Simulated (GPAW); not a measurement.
# BN (P6_3/mmc) in GPAW: G0W0 quasiparticle levels with PBE

Aim: the G0W0 quasiparticle levels of BN with PBE.

Everything below comes from runs of GPAW 26.7.0. Logs are shortened: lines on timing, memory, paths and dates and some standing lists are left out, and cuts for length are marked. The log counts tension as positive stress, the text compression.

## 1. Starting point

The structure is hexagonal, space group P6_3/mmc (No. 194). Conventional cell: a = 2.498 Å, b = 2.498 Å, c = 6.636 Å, α = 90.00°, β = 90.00°, γ = 120.00°. N (site symmetry -6m2) is surrounded by 3 B at 1.44 Å. Around B (site symmetry -6m2) lie 3 N at 1.44 Å.

## 2. G0W0 quasiparticle levels, PBE

Contents of run.py:

```python
import json
import numpy as np
from ase import Atoms
from ase.dft.bandgap import bandgap
from ase.io import write
from gpaw import GPAW, PW
from gpaw.response.g0w0 import G0W0

atoms = Atoms(['N', 'N', 'B', 'B'],
              cell=[[2.49824, 0.0, 0.0],
                    [-1.24912, 2.1635393048, 0.0],
                    [0.0, 0.0, 6.6357]],
              scaled_positions=[[0.6666666667, 0.3333333333, 0.25],
                                [0.3333333333, 0.6666666667, 0.75],
                                [0.6666666667, 0.3333333333, 0.75],
                                [0.3333333333, 0.6666666667, 0.25]],
              pbc=True)

calc = GPAW(mode=PW(600),
            xc='PBE',
            kpts={'size': (6, 6, 2), 'gamma': True},
            occupations={'name': 'fermi-dirac', 'width': 0.001},
            nbands=18,
            convergence={'density': 1e-06},
            maxiter=150,
            txt='gpaw.txt')
atoms.calc = calc
energy = atoms.get_potential_energy()
calc.write('gs.gpw')
write('result.traj', atoms)
print(f'Energy: {energy:.6f} eV')
print('Fermi level:', round(calc.get_fermi_level(), 4), 'eV')
print(f'Gap: {bandgap(calc)[0]:.4f} eV, direct: {bandgap(calc, direct=True)[0]:.4f} eV')

calc.diagonalize_full_hamiltonian(nbands=234)
calc.write('full.gpw', mode='all')

ibz = calc.get_ibz_k_points()
gap, vbm, cbm = bandgap(calc, output=None)
gap, direct, _ = bandgap(calc, direct=True, output=None)
gamma = int(np.abs(ibz).sum(1).argmin())
kpts = sorted({gamma, vbm[1], cbm[1], direct[1]})
gw = G0W0(calc='full.gpw',
          filename='gw',
          ecut=200,
          ecut_extrapolation=True,
          relbands=(-2, 2),
          kpts=kpts,
          integrate_gamma='WS',
          ppa=True)
gw.calculate()
results = {mode: {key: np.asarray(r[key]).tolist() for key in ['f', 'eps', 'vxc', 'exx', 'sigma', 'Z', 'qp', 'sigma_eskn']}
           for mode, r in gw.all_results.items()}
json.dump({'kpts': ibz[kpts].tolist(), 'results': results}, open('gw.json', 'w'))
for mode, r in results.items():
    f, qp = np.array(r['f']), np.array(r['qp'])
    print(mode, 'quasiparticle energies (eV):')
    print(qp.round(3))
    print(mode, 'gap:', round(qp[f < 0.5].min() - qp[f > 0.5].max(), 4), 'eV')
```

Potentials or basis: GPAW PAW data sets (gpaw-data 1.2.1), pw.

The run is started by

```console
$ OMP_NUM_THREADS=1 python run.py
```

gpaw.txt:

```text
__  _  _
 | _ |_)|_||  |
 |__||  | ||/\| - 26.7.0

Input parameters:
  mode=PW(ecut=600.0),
  convergence={'density': 1e-06},
  kpts=MonkhorstPack(size=(6, 6, 2), gamma=True),
  maxiter=150,
  nbands=18,
  occupations=Occupations(name='fermi-dirac', width=0.001),
  xc=XC(name='PBE')

Diagonalizing LCAO Hamiltonian
Converting LCAO to pw mode

        N B

        B N

Atoms  # Å, Bohr magnetons
|   | symbol |         x |        y |        z |    initial magnetic moments |
|---|--------|-----------|----------|----------|-----------------------------|
| 0 |      N |  1.249120 | 0.721180 | 1.658925 | ( 0.0000,  0.0000,  0.0000) |
| 1 |      N | -0.000000 | 1.442360 | 4.976775 | ( 0.0000,  0.0000,  0.0000) |
| 2 |      B |  1.249120 | 0.721180 | 4.976775 | ( 0.0000,  0.0000,  0.0000) |
| 3 |      B | -0.000000 | 1.442360 | 1.658925 | ( 0.0000,  0.0000,  0.0000) |

Unit cell  # Å
| periodic |         x |        y |        z |  lengths |     angles |
|----------|-----------|----------|----------|----------|------------|
|      yes |  2.498240 | 0.000000 | 0.000000 | 2.498240 |  90.000000 |
|      yes | -1.249120 | 2.163539 | 0.000000 | 2.498240 |  90.000000 |
|      yes |  0.000000 | 0.000000 | 6.635700 | 6.635700 | 120.000000 |

Number of symmetries: 12
Symmetry operations  # r_c * U_cc + t_c -> r_c
|    | kind |            matrix            |
|----|------|------------------------------|
|  0 |  σ   |  1, 1, 0,  0,-1, 0,  0, 0, 1 |
|  1 |  S6  |  1, 1, 0, -1, 0, 0,  0, 0,-1 |
|  2 |  E   |  1, 0, 0,  0, 1, 0,  0, 0, 1 |
|  3 |  C2  |  1, 0, 0, -1,-1, 0,  0, 0,-1 |
|  4 |  C2  |  0, 1, 0,  1, 0, 0,  0, 0,-1 |
|  5 |  C3  |  0, 1, 0, -1,-1, 0,  0, 0, 1 |
|  6 |  S6  |  0,-1, 0,  1, 1, 0,  0, 0,-1 |
|  7 |  σ   |  0,-1, 0, -1, 0, 0,  0, 0, 1 |
|  8 |  σ   | -1, 0, 0,  1, 1, 0,  0, 0, 1 |
|  9 |  i   | -1, 0, 0,  0,-1, 0,  0, 0,-1 |
| 10 |  C3  | -1,-1, 0,  1, 0, 0,  0, 0, 1 |
| 11 |  C2  | -1,-1, 0,  0, 1, 0,  0, 0,-1 |

BZ-sampling:
  Number of BZ points: 72
  Number of IBZ points: 14

  Monkhorst-Pack size: [6, 6, 2]
  Monkhorst-Pack shift: [0.08333333333333333, 0.08333333333333333, 0.25]

K-points  # in reciprocal-cell coordinates
|     |                                coordinates |     weight |
|-----|--------------------------------------------|------------|
|   0 | (  0.00000000,   0.00000000,   0.00000000) | 0.01388889 |
|   1 | (  0.00000000,   0.00000000,   0.50000000) | 0.01388889 |
|   2 | (  0.16666667,   0.00000000,   0.00000000) | 0.08333333 |
|   3 | (  0.16666667,   0.00000000,   0.50000000) | 0.08333333 |
|   4 | (  0.33333333,  -0.16666667,   0.00000000) | 0.08333333 |
|   5 | (  0.33333333,  -0.16666667,   0.50000000) | 0.08333333 |
|   6 | (  0.33333333,   0.00000000,   0.00000000) | 0.08333333 |
|   7 | (  0.33333333,   0.00000000,   0.50000000) | 0.08333333 |
|   8 | (  0.33333333,   0.33333333,   0.00000000) | 0.02777778 |
|   9 | (  0.33333333,   0.33333333,   0.50000000) | 0.02777778 |
| ... |                                            |            |
|  13 | (  0.50000000,   0.50000000,   0.50000000) | 0.04166667 |

Plane wave coefficients: 1224
Cutoff: 600.0 eV

Spin-components: 1 (collinear spins)
Bands:           18
Projectors:      20
Spin-degeneracy: 2
Datatype:        complex128

Parallelization:
  kpt:    1
  domain: 1
  band:   1

Density:
  Valence electrons: 16.0
  Components: 1
  Grid points: [15 15 40]
  Charge: 0.0  # |e|

Potential:
  Grid points: [15 15 40]

species:
  N:
    name:    Nitrogen
    Z:       7.0
    valence: 5
    core:    2
    charge:  0.0  # [|e|]
    compensation charges:
      type: gauss
      rc: 0.18  # [Å]
      lmax: 2
    cutoffs:
      filter: 1.11  # [Å]
      core: 0.96  # [Å]
    projectors
    | kind |    occ | energy [eV] | rcut [Å] |
    |------|--------|-------------|----------|
    |   2s |  2.000 |     -18.583 |    0.603 |
    |   2p |  3.000 |      -7.089 |    0.529 |
    |    s |        |       8.629 |    0.603 |
    |    p |        |      20.123 |    0.529 |
    |    d |        |       0.000 |    0.577 |

    Using partial waves for N as LCAO basis

  B:
    name:    Boron
    Z:       5.0
    valence: 3
    core:    2
    charge:  0.0  # [|e|]
    compensation charges:
      type: gauss
      rc: 0.20  # [Å]
      lmax: 2
    cutoffs:
      filter: 1.14  # [Å]
      core: 1.38  # [Å]
    projectors
    | kind |    occ | energy [eV] | rcut [Å] |
    |------|--------|-------------|----------|
    |   2s |  2.000 |      -9.443 |    0.635 |
    |   2p |  1.000 |      -3.606 |    0.635 |
    |    s |        |      17.768 |    0.635 |
    |    p |        |      23.605 |    0.635 |
    |    d |        |       0.000 |    0.635 |

    Using partial waves for B as LCAO basis

Reference energy: -4302.422143  # eV

eigensolver:
  PPCG
  Converge bands: occupied
  niter=2

density mixing:
  MSR1-Mixer
  Pratt-step length: 0.05
  Maximum mixing coefficient: 0.75
  Old densities: 10
  SVD Regularization: 0.005
  Good broyden scale: 1.0
  Trust region scale: 1.0
  Backstep threshold: 4.0
  History deletion threshold: 6.0
  Fourier metric: weight=20.0, sigma=0.015

occupation numbers:
  Fermi-Dirac:
    width: 0.0010  # eV

poisson solver:
  ecut: 4800.0  # eV

xc functional:
  name: PBE with 2 nearest neighbor stencil

convergence criteria:
- Maximum integral of absolute [dens]ity change: 1e-06 electrons / valence electron
- Maximum [total energy] change in last 3 cyles: 0.0005 eV / valence electron
- Maximum integral of absolute [eigenst]ate change: 4e-08 eV^2 / valence electron
maximum number of iterations: 150

SCF iterations
|iter     | |      energy | eigst |  dens |
|---------|-|-------------|-------|-------|
|iter:   1| |  -37.956274 | +0.45 |       |
|iter:   2| |  -37.335641 | -1.35 | -0.65 |
|iter:   3| |  -34.929194 | -0.83 | -0.69 |
|iter:   4| |  -34.882950 | -2.28 | -1.32 |
|iter:   5| |  -34.881574 | -3.00 | -1.71 |
|iter:   6| |  -34.881988c| -4.46 | -2.31 |
|iter:   7| |  -34.881993c| -6.12 | -3.40 |
|iter:   8| |  -34.881994c| -7.56c| -3.97 |
|iter:   9| |  -34.881994c| -7.55c| -4.67 |
|iter:  10| |  -34.881994c| -8.47c| -5.33 |
|iter:  11| |  -34.881994c| -9.37c| -5.90 |
|iter:  12| |  -34.881994c|-10.11c| -6.65c|

Converged in 12 steps
Energy contributions relative to reference atoms: (reference = -4302.422143)

Energy contributions:
  Kinetic:          34.574620
  Coulomb:         -34.212218
  Zero:             -0.005437
  External:          0.000000
  Xc:              -35.238958
  Entropy:          -0.000000
  Spinorbit:         0.000000
  ----------------------------
  Free energy:     -34.881994
  Extrapolated:    -34.881994

dipole moment: (0.000000, 0.000000, 0.000001)  # |e|*Ang

Fermi level: 4.927
Eigenvalues  # (at kpt = [0.000, 0.000, 0.000])
| band index |      eig [eV] | occ [0-2] |
|------------|---------------|-----------|
|          0 |       -13.780 |     2.000 |
|          1 |       -13.486 |     2.000 |
|          2 |        -2.175 |     2.000 |
|          3 |        -0.043 |     2.000 |
|          4 |         2.764 |     2.000 |
|          5 |         2.765 |     2.000 |
[... 8 lines left out ...]
|         14 |        16.418 |     0.000 |
|         15 |        17.203 |     0.000 |
|        ... |               |           |
|         17 |        20.779 |     0.000 |

Gap: 4.282 eV
Transition (v -> c):
  (s=0, k=9, n=7, [0.33, 0.33, 0.50]) -> (s=0, k=12, n=8, [0.50, 0.50, 0.00])
Direct/indirect transitions are different
Direct gap: 4.655 eV
Transition at: (s=0, k=9, n=7, [0.33, 0.33, 0.50])
# Writing to gs.gpw (mode='')

Matrix size: 1224x1224
# Writing to full.gpw (mode='all')
```

It took 8.2 min on 1 thread of Intel Xeon 6975P-C (Granite Rapids), shared host; peak memory 0.41 GiB.

Results:

```
Free energy                              : -34.8820 eV
Band gap on the k mesh, mean-field level : 4.28 eV, indirect (least direct gap 4.65 eV)
Quasiparticle gap                        : 6.08 eV
Least direct quasiparticle gap           : 6.56 eV
```

Caveat: the k mesh is coarse (spacing up to 0.48 Å⁻¹), so the values aren't converged; the quasiparticle gap is taken among the few k points that were corrected; the long-wavelength limit can be off by a per cent or two. A k mesh can miss the band edges.
